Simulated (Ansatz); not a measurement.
**In₃Se (Pm-3m), a film clamped to a substrate**

Level of theory: Ansatz, DFT PBE, scalar-relativistic, plane waves, PAW. Settings: plane waves to 420 eV, k-mesh 10×10×10 (Γ-centred), Gaussian smearing 0.15 eV. No spin polarisation. Energies are free energies at this smearing, counted from the undisturbed cell; pressure is positive in compression.

The starting cell (relaxed at this level; it needn't be the usual structure):

```yaml
crystal:
  lattice:
    - [4.79044, 0.00000, 0.00000]
    - [0.00000, 4.79044, 0.00000]
    - [0.00000, 0.00000, 4.79044]
  atoms:
    - { symbol: In, position: [0.00000, 0.50000, 0.50000] }
    - { symbol: In, position: [0.50000, 0.00000, 0.50000] }
    - { symbol: In, position: [0.50000, 0.50000, 0.00000] }
    - { symbol: Se, position: [0.00000, 0.00000, 0.00000] }
```

The cell (4 atoms, V0 = 109.93 Å³) is strained by p along both x and y and by q along z, fractional coordinates fixed. τp = (1/V0) ∂E/∂p = (σxx + σyy)(1 + p)(1 + q) and τq = (1/V0) ∂E/∂q = σzz(1 + p)², with tension positive.

| p | q | ΔE (meV/atom) | τp (GPa) | τq (GPa) |
| --- | --- | --- | --- | --- |
| 0.000 | 0.000 | 0.00 | 0.09 | 0.05 |
| -0.030 | 0.000 | 11.02 | -4.60 | -2.14 |
| 0.030 | 0.000 | 10.22 | 3.75 | 1.81 |
| 0.000 | -0.030 | 2.56 | -2.02 | -1.08 |
| 0.000 | 0.030 | 2.87 | 1.93 | 1.07 |

Problem. Get the second derivatives of the energy density.

Solution. Central differences give A = ∂τp/∂p = 139 GPa (C11 + C22 + 2 C12), C = ∂τq/∂q = 36 GPa (C33) and the cross term B = ∂τq/∂p = 66 GPa (C13 + C23); ∂τp/∂q = 66 GPa must equal B, and any difference shows higher-order terms. Steps this large leave an error of some per cent of A or C in all of these, which can swamp a small B. The ions are clamped. In a cubic crystal C11 = C = 36, C12 = B/2 = 33 GPa and A should be 2(C11 + C12) = 138 GPa; the bulk modulus is (C11 + 2 C12)/3 = 34 GPa.

Problem. A film of this crystal grows with z along the normal on a substrate that imposes p. How does its thickness respond, and what does the misfit cost?

Solution. Count p and q from the stress-free cell. A free surface needs τq = 0, so q = −(B/C) p = -1.84 p. The energy density left is (A − B²/C) p²/2 = M p², with the biaxial modulus M = 9.0 GPa (a small difference of large numbers, so errors of a few per cent in A, B and C become tens of per cent in M); a misfit of 1 % costs 0.15 meV/atom, against 1.19 meV/atom if the thickness were held.

In a metal these slopes depend on the k mesh and the smearing.

Cost: 11 runs of about 4.5 core-minutes in all, on Arm Neoverse V2 (shared hosts).

The crystal resists a change of volume far more than a change of shape. With C11 at 36 GPa and C12 at 33 GPa, the tetragonal shear stiffness, set by their difference, is nearly zero. A free film therefore almost conserves its volume, with q = -1.84 p close to the incompressible limit, and relaxing the thickness removes most of the misfit energy.

The likely reason is the close-packed, indium-rich arrangement, in which largely non-directional metallic bonding penalises a change of density but hardly a change of axial ratio. Elemental indium, itself a tetragonally distorted close-packed metal, is similarly soft to this shear.

Holding the ions at fixed fractional coordinates costs nothing here, since symmetry pins every site under these strains. The bulk modulus and the near-conservation of volume are thus well supported, whereas the small positive shear stiffness is too delicate to establish that the cubic cell resists tetragonal distortion. Resistance to shear that changes the cell angles remains untested.
